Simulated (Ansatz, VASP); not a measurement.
## Two plane-wave programs on CoSi2 (nc)

```
Co Si
1.0
     0.00000    2.68011    2.68011
     2.68011    0.00000    2.68011
     2.68011    2.68011    0.00000
Co Si
1 2
Direct
  0.00000 0.00000 0.00000
  0.25000 0.25000 0.25000
  0.75000 0.75000 0.75000
```

Alike in both runs: functional PBE; k mesh 14 × 14 × 14; occupations gaussian, width 0.1 eV; no spin polarisation.

Ansatz relaxed the structure, and its values are those at the end. VASP's run is a single point on that final structure, the one shown.

|  | VASP | Ansatz |
| --- | --- | --- |
| version | VASP 6.6.1 | Ansatz 0.2.0 |
| potentials or method | VASP PAW PBE potentials, release 64 (Co, Si) | scalar-relativistic, plane waves, norm-conserving pseudopotentials |
| plane-wave cutoff (eV) | 520 | 1306 |
| valence electrons in the cell | 17 | 25 |

|  | VASP | Ansatz | Ansatz less VASP |
| --- | --- | --- | --- |
| gap on the k mesh at the Fermi level (eV) | none | none | - |
| pressure (GPa) | -0.2 | 0.0 | +0.18 |

A gap of «none» marks a metal or a gap that the smearing closes. The two sets of potentials don't hold the same shells in valence.

Spin polarisation is off, so any magnetic state and its effect on volume and gap are missing.
